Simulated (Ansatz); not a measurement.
Crystal: ZnSe (Stilleite).

```
Se Zn
1.0
     0.00000    2.83380    2.83380
     2.83380    0.00000    2.83380
     2.83380    2.83380    0.00000
Se Zn
1 1
Direct
  0.75000 0.75000 0.75000
  0.00000 0.00000 0.00000
```

| Property | Result |
| --- | --- |
| Program | Ansatz 0.2.0 |
| Task | relaxation of cell and atoms |
| Functional | BLYP |
| Potentials or basis | all-electron LAPW, scalar-relativistic |
| Basis error allowed | 0.001 eV/atom |
| k mesh | 8 × 8 × 8 |
| Occupations | fermi-dirac, width 0.05 eV |
| Spin | no spin polarisation |

At the start: volume 22.76 Å³/atom.

**Question.** How do energy, volume and symmetry change on relaxing?

**Answer.** Over 5 steps the energy falls by 34.7 meV/atom and the volume is 24.95 Å³/atom (+9.6 %); space group F-43m (No. 216, to 0.05 Å).

Step by step:
| step | energy change (eV) | largest force (eV/Å) | volume (Å³) |
| --- | --- | --- | --- |
| 1 | 0.0000 | 0.0000 | 45.51 |
| 2 | -0.0640 | 0.0000 | 48.60 |
| 3 | -0.0693 | 0.0000 | 49.71 |
| 4 | -0.0694 | 0.0000 | 49.90 |
| 5 | -0.0694 | 0.0000 | 49.90 |

Final structure:
```
Se Zn
1.0
     0.00000    2.92216    2.92216
     2.92216    0.00000    2.92216
     2.92216    2.92216    0.00000
Se Zn
1 1
Direct
  0.75000 0.75000 0.75000
  0.00000 0.00000 0.00000
```
